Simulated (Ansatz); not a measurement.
## Relaxing random alloy of the monolayer 2H WS2-WSe2 line, x = 0.76 (75 atoms)

Wanted: the relaxed structure of random alloy of the monolayer 2H WS2-WSe2 line, x = 0.76 (75 atoms) and its electronic structure.

Method: Kohn-Sham DFT, PBE, PAW (set soft_2, large core), plane waves, in Ansatz 0.2.0.

## (1) The starting structure

The cell holds 75 atoms: 25 W, 12 S and 38 Se. Its edges and angles: a = 16.425 Å, b = 16.425 Å, c = 18.500 Å, α = 90.0°, β = 90.0°, γ = 120.0°. It derives from WS2 (monolayer 2H WS2-WSe2) and WSe2, repeated 5×5×1. Monolayer 2H WS2-WSe2: 75 atoms, 38 of 50 S sites given to Se at random, cell and internal coordinates interpolated linearly between the end members (Vegard's rule); not relaxed, displaced by a Gaussian of 0.02 Å. Lattice constants are starting values near those of PBE. Vacuum lies along c.

Limits known from the start: The host structure and its lattice constant were typed by rule, without a check against the phase diagram. Only the Γ point is sampled in the main run, in a cell whose shortest periodic width is 14 Å. Spin–orbit coupling is left out, which matters for the levels of the heavy elements.

## (2) Single point at the start

A single point comes first, to see the forces before anything moves.

Contents of input.yaml:

```yaml
crystal:
  lattice:
    - [16.425, 0.0, 0.0]
    - [-8.2125, 14.22447, 0.0]
    - [0.0, 0.0, 18.5]
  atoms:
    - { symbol: W, position: [0.00155, 0.99914, 0.49943] }
    - { symbol: S, position: [0.13264, 0.06788, 0.58684] }
    - { symbol: Se, position: [0.13492, 0.0656, 0.41102] }
    - { symbol: W, position: [0.00072, 0.20206, 0.49777] }
    - { symbol: Se, position: [0.13267, 0.26613, 0.59055] }
    - { symbol: S, position: [0.13187, 0.26642, 0.40973] }
    - { symbol: W, position: [0.00046, 0.40082, 0.49881] }
    - { symbol: S, position: [0.13536, 0.46793, 0.58987] }
    - { symbol: Se, position: [0.13395, 0.46571, 0.41054] }
    - { symbol: W, position: [0.99867, 0.59962, 0.50057] }
    - { symbol: S, position: [0.13221, 0.66611, 0.58858] }
    - { symbol: Se, position: [0.13183, 0.66572, 0.41066] }
    - { symbol: W, position: [0.9988, 0.80033, 0.50179] }
    - { symbol: Se, position: [0.1341, 0.8664, 0.58836] }
    - { symbol: Se, position: [0.13361, 0.86905, 0.41073] }
    - { symbol: W, position: [0.19936, 0.00027, 0.50227] }
    - { symbol: Se, position: [0.33391, 0.06753, 0.58965] }
    - { symbol: Se, position: [0.3321, 0.06506, 0.4103] }
    - { symbol: W, position: [0.20016, 0.20082, 0.50091] }
    - { symbol: Se, position: [0.33467, 0.26707, 0.59028] }
    - { symbol: Se, position: [0.3333, 0.26843, 0.41123] }
    - { symbol: W, position: [0.19998, 0.40069, 0.49992] }
    - { symbol: Se, position: [0.33578, 0.4688, 0.59169] }
    - { symbol: S, position: [0.33062, 0.46464, 0.41013] }
    - { symbol: W, position: [0.20081, 0.60123, 0.50034] }
    - { symbol: Se, position: [0.33066, 0.66624, 0.59022] }
    - { symbol: Se, position: [0.33415, 0.66774, 0.41044] }
    - { symbol: W, position: [0.19989, 0.80026, 0.50044] }
    - { symbol: Se, position: [0.33366, 0.86683, 0.5886] }
    - { symbol: Se, position: [0.33388, 0.86684, 0.4119] }
    - { symbol: W, position: [0.40159, 0.00026, 0.49959] }
    - { symbol: Se, position: [0.53285, 0.06726, 0.58941] }
    - { symbol: Se, position: [0.53295, 0.06673, 0.41001] }
    - { symbol: W, position: [0.40054, 0.19937, 0.50132] }
    - { symbol: Se, position: [0.53424, 0.2675, 0.58814] }
    - { symbol: Se, position: [0.53406, 0.26771, 0.40964] }
    - { symbol: W, position: [0.3997, 0.40005, 0.49852] }
    - { symbol: S, position: [0.53431, 0.46786, 0.5884] }
    - { symbol: S, position: [0.53284, 0.46482, 0.41063] }
    - { symbol: W, position: [0.39882, 0.60158, 0.50044] }
    - { symbol: S, position: [0.53276, 0.66558, 0.5907] }
    - { symbol: Se, position: [0.53442, 0.66405, 0.41201] }
    - { symbol: W, position: [0.40222, 0.80048, 0.4987] }
    - { symbol: Se, position: [0.53426, 0.86641, 0.58867] }
    - { symbol: S, position: [0.53222, 0.86744, 0.41153] }
    - { symbol: W, position: [0.59961, 0.00073, 0.49876] }
    - { symbol: S, position: [0.73434, 0.06673, 0.58912] }
    - { symbol: Se, position: [0.73382, 0.06789, 0.41149] }
    - { symbol: W, position: [0.60074, 0.20019, 0.50008] }
    - { symbol: Se, position: [0.73425, 0.26699, 0.59006] }
    - { symbol: Se, position: [0.73124, 0.26324, 0.4118] }
    - { symbol: W, position: [0.60297, 0.40062, 0.49989] }
    - { symbol: S, position: [0.73308, 0.4665, 0.58934] }
    - { symbol: Se, position: [0.7316, 0.46594, 0.4096] }
    - { symbol: W, position: [0.60009, 0.59958, 0.50054] }
    - { symbol: Se, position: [0.73381, 0.66805, 0.58956] }
    - { symbol: Se, position: [0.73467, 0.664, 0.40998] }
    - { symbol: W, position: [0.60288, 0.80355, 0.49973] }
    - { symbol: Se, position: [0.73323, 0.86635, 0.59076] }
    - { symbol: Se, position: [0.73346, 0.86762, 0.41033] }
    - { symbol: W, position: [0.79867, 0.00044, 0.50054] }
    - { symbol: Se, position: [0.93483, 0.06651, 0.58866] }
    - { symbol: S, position: [0.93419, 0.06701, 0.41098] }
    - { symbol: W, position: [0.80073, 0.20163, 0.5004] }
    - { symbol: Se, position: [0.93643, 0.26823, 0.59004] }
    - { symbol: Se, position: [0.93178, 0.26751, 0.41113] }
    - { symbol: W, position: [0.80172, 0.40147, 0.49957] }
    - { symbol: Se, position: [0.93394, 0.46588, 0.59144] }
    - { symbol: Se, position: [0.93047, 0.46419, 0.40889] }
    - { symbol: W, position: [0.79813, 0.59843, 0.50211] }
    - { symbol: Se, position: [0.93199, 0.66478, 0.59053] }
    - { symbol: Se, position: [0.93175, 0.66493, 0.41162] }
    - { symbol: W, position: [0.80045, 0.79939, 0.50152] }
    - { symbol: Se, position: [0.93463, 0.86894, 0.58987] }
    - { symbol: Se, position: [0.93531, 0.86682, 0.40936] }
kpoints:
  mp_grid: { grid: [1, 1, 1] }
hamiltonian:
  xc: pbe
  pseudopotentials: { kind: paw, core: large }
scf:
  occupations: { method: fermi_dirac, width: 0.025 }
output:
  forces: true
```

Run with:

```sh
> ansatz run input.yaml --threads 6 --pin off --max-ram 102400MiB --backend cuda --events-out ev --progress --plain --runs-dir out
```

Numbers of over 12 decimals in the logs are rounded to 6 here.

Log:

```text
Engine: ansatz 0.2.0, x86_64-unknown-linux-gnu
Pseudopotentials: kind: paw
Pseudopotential: W, paw, valence charge 14, recommended cutoff 420 eV (normal), W.paw.azcp
Pseudopotential: S, paw, valence charge 6, recommended cutoff 420 eV (normal), S.paw.azcp
Pseudopotential: Se, paw, valence charge 6, recommended cutoff 420 eV (normal), Se.paw.azcp#standard-large-core
[... 5 lines on functional and potentials left out ...]
device memory: the entry about to start is reckoned to put 7.1 GiB on a device that reports 56.3 GiB free
GPU FFT provider: cuFFT
GPU libraries: cuBLAS 13.8.2, cuFFT 12.4.0, cuSOLVER 12.3.4
Crystal: 75 atoms, lattice volume = 4322.283 Å³
Basis set: ecut = 420 eV, 84589 PW (Γ), exchange–correlation on 240×240×250 points (8 copies of the dense FFT grid, shifted against one another)
Bands: 400, of which v1, the nominal top of the filled ones, is band 325 counted from 1 (324 counted from 0)
Symmetry: 1 space group operations
Space group: P1 (ITA 1), of the structure as read, at distance tolerance 1.6e-4 Å
k-points: 1
[... 7 lines on functional and potentials left out ...]
Initial density: superposition of atomic densities (neutral atoms: chi_scale 0, normalization atom)
Initial wavefunctions: pseudopotential atomic-orbital guess
GPU buffer pool allocated for 1800000 grid points (all kernels)
GPU transforms: local potential and band sums: pruned to the plane-wave sphere, on 120×120×125
Functional: x = pbe(κ = 0.804, μ = 0.219515), c = pbe(β = 0.066725)
SCF iter   1: F=—  HF=-368469.599045 eV  |F-HF|=—  |Δ(HF+E_count)|=         —  Δρ=2.23e-2  dr2=2.65e1  ethr=3.10e-3  ⟨swp⟩=8.0  Hψ=2060  notcnv=0  defer=9
preconditioner: auto → Resta (q_TF=auto, 1.990 Å⁻¹)  ε∞=3.2  [insulator: Δε(μ)=2.020 eV  Ē_g=8.117 eV  σ=0.025 eV  W_gap=1.00  n_scr=562 (ndim 8)  ℏωp=12.0 eV  f_vac=0.610  D(μ)=0.00/eV (n_scr^D=0)  ε∞_Penn≈3.2  vacuum switching on, ρ_ref=4.8e-3 e/Å³]
SCF iter   2: F=—  HF=-368462.984979 eV  |F-HF|=—  |Δ(HF+E_count)|=    6.61e0  Δρ=1.07e-2  dr2=7.45e0  ethr=3.10e-3  ⟨swp⟩=3.0  Hψ=670  notcnv=0  defer=57
SCF iter   3: F=—  HF=-368462.938288 eV  |F-HF|=—  |Δ(HF+E_count)|=   4.67e-2  Δρ=8.52e-3  dr2=1.10e1  ethr=1.15e-3  ⟨swp⟩=4.0  Hψ=998  notcnv=0  defer=38
automatic band count: iteration 3 solves 377 bands in place of 400: the levels show a gap, and the empty bands left out lie too high to hold charge; the band table lists the bands solved (type scf.n_extra_bands for more)
SCF iter   4: F=—  HF=-368461.741040 eV  |F-HF|=—  |Δ(HF+E_count)|=    1.20e0  Δρ=2.47e-3  dr2=7.09e-1  ethr=1.15e-3  ⟨swp⟩=4.0  Hψ=1003  notcnv=0  defer=41
SCF iter   5: F=—  HF=-368461.654146 eV  |F-HF|=—  |Δ(HF+E_count)|=   8.69e-2  Δρ=1.18e-3  dr2=1.02e-1  ethr=1.09e-4  ⟨swp⟩=7.0  Hψ=689  notcnv=0  defer=43
SCF iter   6: F=—  HF=-368461.648877 eV  |F-HF|=—  |Δ(HF+E_count)|=   5.27e-3  Δρ=4.37e-4  dr2=2.03e-2  ethr=1.57e-5  ⟨swp⟩=5.0  Hψ=579  notcnv=0  defer=35
SCF iter   7: F=—  HF=-368461.650851 eV  |F-HF|=—  |Δ(HF+E_count)|=   1.97e-3  Δρ=2.70e-4  dr2=8.59e-3  ethr=3.12e-6  ⟨swp⟩=2.0  Hψ=517  notcnv=0  defer=35
SCF iter   8: F=—  HF=-368461.652358 eV  |F-HF|=—  |Δ(HF+E_count)|=   1.51e-3  Δρ=1.22e-4  dr2=1.05e-3  ethr=1.32e-6  ⟨swp⟩=3.0  Hψ=520  notcnv=0  defer=35
SCF iter   9: F=—  HF=-368461.649488 eV  |F-HF|=—  |Δ(HF+E_count)|=   2.87e-3  Δρ=6.16e-5  dr2=5.71e-4  ethr=1.62e-7  ⟨swp⟩=3.0  Hψ=657  notcnv=0  defer=35
SCF iter  10: F=—  HF=-368461.649491 eV  |F-HF|=—  |Δ(HF+E_count)|=   3.11e-6  Δρ=3.51e-5  dr2=1.93e-4  ethr=8.79e-8  ⟨swp⟩=2.0  Hψ=494  notcnv=0  defer=35
SCF iter  11: F=—  HF=-368461.649455 eV  |F-HF|=—  |Δ(HF+E_count)|=   3.60e-5  Δρ=1.19e-5  dr2=1.34e-5  ethr=2.96e-8  ⟨swp⟩=2.0  Hψ=473  notcnv=0  defer=35
SCF iter  12: F=—  HF=-368461.648618 eV  |F-HF|=—  |Δ(HF+E_count)|=   8.37e-4  Δρ=7.02e-6  dr2=4.62e-6  ethr=2.06e-9  ⟨swp⟩=2.0  Hψ=552  notcnv=0  defer=35
SCF iter  13: F=—  HF=-368461.648619 eV  |F-HF|=—  |Δ(HF+E_count)|=   3.15e-7  Δρ=4.00e-6  dr2=1.87e-6  ethr=7.11e-10  ⟨swp⟩=3.0  Hψ=511  notcnv=0  defer=35
SCF iter  14: F=—  HF=-368461.648619 eV  |F-HF|=—  |Δ(HF+E_count)|=   1.66e-7  Δρ=1.77e-6  dr2=3.87e-7  ethr=2.88e-10  ⟨swp⟩=3.0  Hψ=565  notcnv=0  defer=35
SCF iter  15: F=-368461.648619 eV  HF=-368461.648619 eV  |F-HF|=1.33e-8  |Δ(HF+E_count)|=   2.24e-8  Δρ=8.84e-7  dr2=7.23e-8  ethr=1.54e-11  ⟨swp⟩=5.0  Hψ=1346  notcnv=0
SCF 1 converged in 15 iterations: F = -368461.648619 eV  dr2 = 7.23e-8
  greatest PAW one-centre occupation: 1.000 electrons in one spin orbital (limit 2), on the W atom at site 21 (counted from 0), in its partial waves of l = 0
SCF converged after 15 iterations
Free energy (F): -368461.648619 eV
Harris-Foulkes:  -368461.648619 eV  (|F-HF|=1.33e-8)
Internal energy: -368461.648619 eV  (E = F + TS)
E sigma→0 (E₀):  -368461.648619 eV
Fermi energy:    1.026459 eV
--- Per-component energies (eV) ---
  E_band       = -11638.062177
  E_kinetic    = 16393.800256
  E_local      = -325641.207866  (includes V_loc(G=0)·N_el)
  E_nonlocal   = 2401.100582
  E_hartree    = 154432.572615
  E_xc         = -15086.127336
  E_vxc        = -10136.160852  (∫ρ·V_xc dr)
  E_paw        = -305043.171113  (= ΣΔE_a)
  E_vpaw       = -3520.673997  (= ΣTr[D̂ρ^β])
  E_aug_tail   = -0.001401  (compensation charges beyond the density's cutoff)
  E_ewald      = 104081.385644
  E_smearing   = -0.000000  (= −TS)
  E_closure    = -0.000000  (closes the sum)
  Σ components = -368461.648619   (vs F -368461.648619, Δ=0.00e0)
--- Forces (eV/Å), atoms counted from 1 ---
  atom   1  W     -0.52729103     1.02390808    -0.24923202
  atom   2  S      0.14874164    -0.04911642    -0.88951340
  atom   3  Se    -0.23875471     0.43039427    -0.62641556
  atom   4  W      0.87320292    -0.80493805    -0.44039326
  atom   5  Se    -0.13128448     0.25064670     0.13821047
  atom   6  S      0.27910125     0.16025072     1.76295126
  atom   7  W      0.58603876     0.52373749     1.37504218
  atom   8  S     -0.14830437    -0.07345534    -1.87121186
  atom   9  Se    -0.05799944     0.35285397    -0.63130192
  atom  10  W      0.96940063    -0.22563960     0.55961117
  atom  11  S      0.05774636     0.08001424    -1.49330231
  atom  12  Se     0.04424612     0.16554848    -0.47587925
  atom  13  W      0.44356475    -0.27909335    -0.69461001
  atom  14  Se    -0.20015459    -0.06329910     1.34831182
[...]
atom  74  Se    -0.02326628    -0.14929848     0.93140052
  atom  75  Se    -0.39784656    -0.14466145    -0.24887533
  max |Σ_I F_I| component: 8.40e-5 eV/Å
```

It took 5.6 s on 1 × NVIDIA H100 80GB HBM3 with 6 threads of AMD EPYC 7R13 (Zen 3), shared host; peak memory 1.8 GiB; 6.9 s of CPU time.

That memory is the host's; the program planned up to 7.1 GiB on the GPU.

The program notes that potentials were chosen by core size.

Numbers from this run:

```yaml
free_energy: -368461.6486 eV
free_energy_per_atom: -4912.8220 eV/atom
scf_cycles: 15
r_m_s_force_component: 0.6371 eV/Å
longest_force: 2.03 eV/Å
fermi_energy: 1.026 eV
```

The r.m.s. force component of 0.64 eV/Å sets the starting point.

Length of the force by element:

| element | coordination | atoms | mean length of the force (eV/Å) | spread | least | most |
| --- | --- | --- | --- | --- | --- | --- |
| S | all | 12 | 1.61 | 0.294 | 0.903 | 2.03 |
| Se | all | 38 | 0.706 | 0.282 | 0.158 | 1.36 |
| W | all | 25 | 1.14 | 0.439 | 0.263 | 1.90 |

## (3) Relaxation

With the cell held, the atoms are moved downhill towards a nearby minimum.

input.yaml, as its differences from that of step 2:

```diff
@@ -16 +16,4 @@
   forces: true
+relax:
+  f_tol: 0.04
+  max_steps: 150
```

Log:

```text
[...]
GPU FFT provider: cuFFT
GPU libraries: cuBLAS 13.8.2, cuFFT 12.4.0, cuSOLVER 12.3.4
Crystal: 75 atoms, lattice volume = 4322.283 Å³
Basis set: ecut = 420 eV, 84589 PW (Γ), exchange–correlation on 240×240×250 points (8 copies of the dense FFT grid, shifted against one another)
Bands: 400, of which v1, the nominal top of the filled ones, is band 325 counted from 1 (324 counted from 0)
Symmetry: 1 space group operations
[...]
k-points: 1
[...]
GPU buffer pool allocated for 1800000 grid points (all kernels)
[...]
SCF iter   1: F=—  HF=-368469.599050 eV  |F-HF|=—  |Δ(HF+E_count)|=         —  Δρ=2.23e-2  dr2=2.65e1  ethr=3.10e-3  ⟨swp⟩=8.0  Hψ=2060  notcnv=0  defer=9
[...]
SCF iter  11: F=-368461.648615 eV  HF=-368461.648618 eV  |F-HF|=3.05e-6  |Δ(HF+E_count)|=   1.64e-5  Δρ=1.08e-5  dr2=8.99e-6  ethr=6.15e-9  ⟨swp⟩=3.0  Hψ=1410  notcnv=0
SCF 1 converged in 11 iterations: F = -368461.648615 eV  dr2 = 8.99e-6
[...]
relax step   1: F+E_penalty+E_count = -368461.64861507 eV  Δ(F+E_penalty+E_count) = +0.000e0 eV  max|allowed force component| = 2.005e0 eV/Å  Δτ_max = 0.0000 Å  (11 SCF iters, dr2 threshold 4.00e-5 eV, accepted)
[...]
relax step   2: F+E_penalty+E_count = -368463.72932665 eV  Δ(F+E_penalty+E_count) = -2.081e0 eV  max|allowed force component| = 1.035e0 eV/Å  Δτ_max = 0.1939 Å  (8 SCF iters, dr2 threshold 1.00e-4 eV, accepted)
[...]
relax step   3: F+E_penalty+E_count = -368464.19931973 eV  Δ(F+E_penalty+E_count) = -4.700e-1 eV  max|allowed force component| = 5.883e-2 eV/Å  Δτ_max = 0.0735 Å  (7 SCF iters, dr2 threshold 6.70e-5 eV, accepted)
[...]
relax step   4: F+E_penalty+E_count = -368464.20091270 eV  Δ(F+E_penalty+E_count) = -1.593e-3 eV  max|allowed force component| = 9.032e-3 eV/Å  Δτ_max = 0.0052 Å  (8 SCF iters, accepted)
SCF converged after 8 iterations
Free energy (F): -368464.200913 eV
[...]
Internal energy: -368464.200913 eV  (E = F + TS)
E sigma→0 (E₀):  -368464.200913 eV
Fermi energy:    1.052740 eV
[...]
--- Forces (eV/Å), atoms counted from 1 ---
  atom   1  W      0.00065952    -0.00208007    -0.00188982
  atom   2  S      0.00146522    -0.00008159    -0.00136667
  atom   3  Se    -0.00015961    -0.00021501    -0.00035482
  atom   4  W      0.00161323     0.00112902     0.00217812
  atom   5  Se     0.00061959    -0.00091819     0.00176935
  atom   6  S     -0.00021621     0.00006617    -0.00092971
  atom   7  W      0.00035925     0.00056974    -0.00104530
  atom   8  S      0.00037974    -0.00052541     0.00131595
  atom   9  Se     0.00028947    -0.00066605    -0.00027585
  atom  10  W     -0.00112551     0.00152974    -0.00042115
  atom  11  S     -0.00008890     0.00170848     0.00116536
  atom  12  Se     0.00037836     0.00005201    -0.00103802
  atom  13  W     -0.00158640    -0.00135200    -0.00039304
  atom  14  Se    -0.00047033     0.00083288    -0.00211202
[...]
atom  74  Se    -0.00099253    -0.00001141     0.00032363
  atom  75  Se    -0.00077962     0.00016952    -0.00065182
  max |Σ_I F_I| component: 7.38e-5 eV/Å
--- Relaxed structure (4 steps of the walk, 4 accepted, 0 SCFs on fresh bases) ---
  F+E_penalty+E_count = -368464.20091270 eV   max|allowed force component| = 9.032e-3 eV/Å
  atoms:
    - { symbol: W, position: [0.000701685, 1.002068, 0.501662] }
    - { symbol: S, position: [0.133406, 0.066837, 0.583231] }
    - { symbol: Se, position: [0.132556, 0.069208, 0.408265] }
    - { symbol: W, position: [0.00142784, 0.199664, 0.502587] }
[...]
- { symbol: Se, position: [0.933148, 0.868794, 0.409521] }
```

Wall time 12 s (1 × NVIDIA H100 80GB HBM3 with 6 threads); peak memory 1.8 GiB.

That memory is the host's; the program planned up to 7.1 GiB on the GPU.

The steps of the relaxation:

| step | energy less that of the first step (eV) | largest force component (eV/Å) |
| --- | --- | --- |
| 1 | 0.0000 | 2.0054 |
| 2 | -2.0807 | 1.0354 |
| 3 | -2.5507 | 0.0588 |
| 4 | -2.5523 | 0.0090 |

The atoms that moved most (Å):

| atom | dx | dy | dz | length |
| --- | --- | --- | --- | --- |
| S6 | 0.028 | 0.013 | 0.202 | 0.204 |
| S24 | 0.037 | 0.015 | 0.184 | 0.188 |
| S63 | -0.005 | 0.013 | 0.169 | 0.170 |
| S53 | -0.006 | 0.004 | -0.156 | 0.156 |
| S41 | 0.009 | 0.001 | -0.152 | 0.152 |
| S11 | 0.021 | -0.008 | -0.151 | 0.152 |
| S8 | -0.029 | -0.001 | -0.147 | 0.149 |
| S45 | 0.037 | -0.016 | 0.139 | 0.145 |

The relaxation changed the energy by -34.0 meV/atom, and atoms moved by 0.081 Å r.m.s., 0.20 Å at most.

## (4) Local order after relaxation

Bonds before and after, by the cutoffs listed below:

| pair | bonds before | bonds after | mean before (Å) | mean after (Å) | spread before (Å) | spread after (Å) |
| --- | --- | --- | --- | --- | --- | --- |
| Se-W | 114 | 114 | 2.519 | 2.548 | 0.024 | 0.004 |
| W-S | 36 | 36 | 2.512 | 2.418 | 0.030 | 0.004 |

Normalised to the volume that the atoms fill. Pair distribution functions g(r), in bins of 0.2 Å:

| r (Å) | total | Se-Se | Se-W | Se-S | W-W | W-S | S-S |
| --- | --- | --- | --- | --- | --- | --- | --- |
| 2.40 | 1.11 | 0.00 | 0.00 | 0.00 | 0.00 | 10.45 | 0.00 |
| 2.60 | 3.21 | 0.00 | 9.50 | 0.00 | 0.00 | 0.00 | 0.00 |
| 2.80 | 0.00 | 0.00 | 0.00 | 0.00 | 0.00 | 0.00 | 0.00 |
| 3.00 | 0.00 | 0.00 | 0.00 | 0.00 | 0.00 | 0.00 | 0.00 |
| 3.20 | 2.89 | 3.25 | 0.00 | 6.65 | 7.70 | 0.00 | 4.76 |
| 3.40 | 1.33 | 3.12 | 0.00 | 0.71 | 3.71 | 0.00 | 0.00 |
| 3.60 | 0.00 | 0.00 | 0.00 | 0.00 | 0.00 | 0.00 | 0.00 |
| 3.80 | 0.00 | 0.00 | 0.00 | 0.00 | 0.00 | 0.00 | 0.00 |
| 4.00 | 0.37 | 0.00 | 0.03 | 0.00 | 0.00 | 3.40 | 0.00 |
| 4.20 | 1.23 | 0.00 | 3.53 | 0.00 | 0.00 | 0.30 | 0.00 |
| 4.40 | 0.10 | 0.00 | 0.00 | 0.00 | 0.00 | 0.00 | 3.92 |
| 4.60 | 0.43 | 0.00 | 0.00 | 2.67 | 0.00 | 0.00 | 0.00 |
| 4.80 | 0.72 | 2.83 | 0.00 | 0.00 | 0.00 | 0.00 | 0.00 |
| 5.00 | 0.00 | 0.00 | 0.00 | 0.00 | 0.00 | 0.00 | 0.00 |
| 5.20 | 1.20 | 0.00 | 2.14 | 0.00 | 0.00 | 4.49 | 0.00 |
| 5.40 | 0.76 | 0.00 | 2.25 | 0.00 | 0.00 | 0.00 | 0.00 |
| 5.60 | 0.77 | 0.98 | 0.00 | 1.29 | 2.50 | 0.00 | 1.32 |
| 5.80 | 0.49 | 0.89 | 0.00 | 0.72 | 1.30 | 0.00 | 0.22 |
| 6.00 | 0.00 | 0.00 | 0.00 | 0.00 | 0.00 | 0.00 | 0.00 |
| 6.20 | 0.00 | 0.00 | 0.00 | 0.00 | 0.00 | 0.00 | 0.00 |
| 6.40 | 0.08 | 0.05 | 0.00 | 0.24 | 0.00 | 0.00 | 1.03 |
| 6.60 | 1.50 | 2.77 | 0.00 | 2.65 | 2.86 | 0.00 | 1.82 |
| 6.80 | 0.00 | 0.00 | 0.00 | 0.00 | 0.00 | 0.00 | 0.00 |
| 7.00 | 1.08 | 0.00 | 2.40 | 0.00 | 0.00 | 2.51 | 0.00 |
| 7.20 | 0.12 | 0.00 | 0.07 | 0.38 | 0.00 | 0.00 | 1.10 |
| 7.40 | 0.42 | 1.11 | 0.00 | 0.80 | 0.00 | 0.00 | 0.00 |
| 7.60 | 0.01 | 0.00 | 0.02 | 0.00 | 0.00 | 0.03 | 0.00 |
| 7.80 | 0.44 | 0.00 | 1.00 | 0.00 | 0.00 | 1.00 | 0.00 |

Bonds by pair of elements; cutoffs follow the first minimum of g(r), held within bounds set by covalent radii, and pairs that aren't listed don't count as bonded:

| pair A-B | cutoff (Å) | bonds | mean length (Å) | spread (Å) | shortest (Å) | B about A | A about B |
| --- | --- | --- | --- | --- | --- | --- | --- |
| Se-W | 3.3 | 114 | 2.55 | 0.004 | 2.54 | 3 | 4.56 |
| W-S | 3.12 | 36 | 2.42 | 0.004 | 2.41 | 1.44 | 3 |

How many atoms have how many bonded neighbours:

| element | mean | 3 | 6 |
| --- | --- | --- | --- |
| S | 3 | 12 | 0 |
| Se | 3 | 38 | 0 |
| W | 6 | 0 | 25 |

Bond angles, per cent of each kind in bins of 5°:

| angle (°) | Se-W-Se | S-W-Se | W-Se-W | W-S-W | S-W-S |
| --- | --- | --- | --- | --- | --- |
| 75–80 | 4.7 | 0.0 | 23.7 | 0.0 | 15.0 |
| 80–85 | 54.0 | 64.3 | 76.3 | 61.1 | 25.0 |
| 85–90 | 0.0 | 0.0 | 0.0 | 38.9 | 5.0 |
| 90–95 | 0.0 | 0.0 | 0.0 | 0.0 | 0.0 |
| 95–100 | 0.0 | 0.0 | 0.0 | 0.0 | 0.0 |
| 100–105 | 0.0 | 0.0 | 0.0 | 0.0 | 0.0 |
| 105–110 | 0.0 | 0.0 | 0.0 | 0.0 | 0.0 |
| 110–115 | 0.0 | 0.0 | 0.0 | 0.0 | 0.0 |
| 115–120 | 0.0 | 0.0 | 0.0 | 0.0 | 0.0 |
| 120–125 | 0.0 | 0.0 | 0.0 | 0.0 | 0.0 |
| 125–130 | 0.0 | 0.0 | 0.0 | 0.0 | 0.0 |
| 130–135 | 1.4 | 14.3 | 0.0 | 0.0 | 30.0 |
| 135–140 | 40.0 | 21.4 | 0.0 | 0.0 | 25.0 |

Bond angles (no mean is given where the spread exceeds 20°):

| angle | count | mean (°) | spread (°) |
| --- | --- | --- | --- |
| Se-W-Se | 215 | - | - |
| S-W-Se | 140 | - | - |
| W-Se-W | 114 | 80.5 | 0.8 |
| W-S-W | 36 | 84.6 | 0.7 |
| S-W-S | 20 | - | - |

With the cutoffs above, all S atoms have 3, all Se atoms have 3 and all W atoms have 6 bonded neighbours.

(Continued in part 2 of 3.)

[Logs are printed without paths, hosts, clocks, repeated set-up lines and the standing remarks that a program may print on its own settings, such as how far it seeks lower states.]

[Hosts, paths, dates, database ids (printed as entryN), source tags and the programs' standing remarks are cut or masked in the printed files.]
